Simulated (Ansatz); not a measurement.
**Magnetic states of scandium, simple cubic**

Method: DFT, PBE, plane waves (420 eV) with PAW, scalar-relativistic (Ansatz).

Each start was relaxed and then solved on a dense mesh, with Fermi-Dirac smearing of 0.05 eV (0.1 eV in a metal without spin) extrapolated to zero. Rows within 2 meV/atom of each other tie.

(1) Where does each start end, and how do the energies compare? Starts: ferromagnetic; non-magnetic.

Answers

(1) 
| start | ends | ΔE (meV/atom) | V (Å³/atom) |
| --- | --- | --- | --- |
| ferromagnetic | ferromagnetic, net 0.84 μB per atom | 0.0 | 26.33 |
| non-magnetic | spin not included | 43.1 | 26.29 |
